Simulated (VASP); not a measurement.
A run of VASP 6.6.1 is set up as follows.

Contents of POSCAR:

```
H2CNO                                   
1.0
   10.0000000000      0.0000000000      0.0000000000
    0.0000000000      9.0000000000      0.0000000000
    0.0000000000      0.0000000000      8.0000000000
  C               O               N               H             
     1     1     1     2
Direct
     0.5656058312494109    0.4357366098201096    0.5000000028193847
     0.6788513447180876    0.4826774254028714    0.4999999952330886
     0.4487607290466148    0.5084567638904690    0.5000000079708188
     0.3619061505784821    0.4511527306208944    0.4999999977264076
     0.4448759444074042    0.6219764701656679    0.4999999962503003
```

INCAR.step1

```
SYSTEM = H2CNO
PREC     = Accurate       ! precision mode
ENCUT    = 500            ! plane-wave cutoff, eV
EDIFF    = 1E-5           ! SCF threshold, eV
ISMEAR   = 0              ! smearing method
SIGMA    = 0.01           ! smearing width, eV
LREAL    = .False.        ! projectors in reciprocal space
LASPH    = .True.         ! aspherical terms in the spheres
NELM     = 60             ! most SCF steps
ALGO     = Normal         ! electronic algorithm
ISIF     = 2              ! what is computed and relaxed
LWAVE    = .True.         ! write WAVECAR
LCHARG   = .False.        ! write CHGCAR
ISPIN    = 2              ! spin polarisation
MAGMOM   = 0.2 0.2 0.2 0.2 0.2 ! initial moments
LORBIT   = 11             ! projections on sites
NUPDOWN  = 1              ! fixed moment
NGYROMAG = 10.7084 -5.7742 3.0777 42.577478
ISYM     = 0            
NCORE    = 2            
GGA      = PE             ! functional
```

INCAR.step2

```
SYSTEM = H2CNO
PREC     = Accurate       ! precision mode
ENCUT    = 500            ! plane-wave cutoff, eV
EDIFF    = 1E-7           ! SCF threshold, eV
ISMEAR   = 0              ! smearing method
SIGMA    = 0.01           ! smearing width, eV
LREAL    = .False.        ! projectors in reciprocal space
LASPH    = .True.         ! aspherical terms in the spheres
NELM     = 60             ! most SCF steps
ALGO     = Normal         ! electronic algorithm
ISIF     = 2              ! what is computed and relaxed
LWAVE    = .False.        ! write WAVECAR
LCHARG   = .False.        ! write CHGCAR
ISPIN    = 2              ! spin polarisation
MAGMOM   = 0.2 0.2 0.2 0.2 0.2 ! initial moments
LORBIT   = 11             ! projections on sites
NUPDOWN  = 1              ! fixed moment
GGA      = PE             ! functional
LHFCALC  = .True.         ! exact exchange
AEXX     = 1.0            ! exact-exchange fraction
ALDAC    = 0.0          
AGGAC    = 0.0          
PRECFOCK = Fast         
HFRCUT   = -1           
LHYPERFINE= .True.       
NGYROMAG = 10.7084 -5.7742 3.0777 42.577478
ISYM     = 0            
NCORE    = 2            
ISTART   = 1
```

KPOINTS

```
Automatic mesh
0
Gamma
  1 1 1
  0 0 0
```

Potentials or basis: VASP PAW PBE potentials, release 64 (C, O, N, H).

Launch:

```sh
$ cat potpaw_PBE.64/C/POTCAR potpaw_PBE.64/O/POTCAR potpaw_PBE.64/N/POTCAR potpaw_PBE.64/H/POTCAR > POTCAR
$ cp INCAR.step1 INCAR
$ mpirun -np 4 vasp_std > vasp.out
$ cp INCAR.step2 INCAR
$ mpirun -np 4 vasp_std > vasp.out
```

What does it give for the largest force?

2.944 eV/Å.

Hyperfine coupling, principal values (MHz):
| atom | values |
| --- | --- |
| 1 C | 540.8, 523.2, 704.9 |
| 2 O | -80.3, -73.2, -239.2 |
| 3 N | 60.1, 58.5, 71.9 |
| 4 H | 12.4, -12.0, -14.2 |
| 5 H | 95.9, 91.0, 103.5 |

Caveat: the standard files for N, O and F lose accuracy on very short bonds; the PAW data sets were made with another functional, which shifts forces and pressure a little; the total moment is fixed, so each spin has its own Fermi level.
